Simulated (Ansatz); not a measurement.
# A computed series for NaF: response to strain

The parent structure is NaF in the rock salt structure (space group Fm-3m, No. 225; a = 4.629 Å). Axes: x, y, z lie along the cube axes.

Strains are applied to the cell and any free atomic positions relax; under biaxial strain the out-of-plane vector relaxes too.

Method: plane-wave PAW DFT at the PBEsol level (Ansatz, a quantum-chemistry and plane-wave program, 420 eV), without spin-orbit coupling.

```tsv
biaxial strain, plane normal [111], relaxed out of plane (%)	out-of-plane strain (%)
0	0.00
0.42	-0.29
0.83	-0.60
1.25	-0.90
1.67	?
2.08	-1.50
2.5	-1.81
```

Problem. Fit ε⊥ = −νε + γε² (strains in %) to the rows shown and predict the withheld row.

Solution. Least squares on the printed values gives ν = 0.71 (the biaxial Poisson response) and γ = -0.004 (largest residual 0.01 %); this predicts -1.20 %, and the run gives -1.20 %, in agreement.

Stability against distortions was not tested.
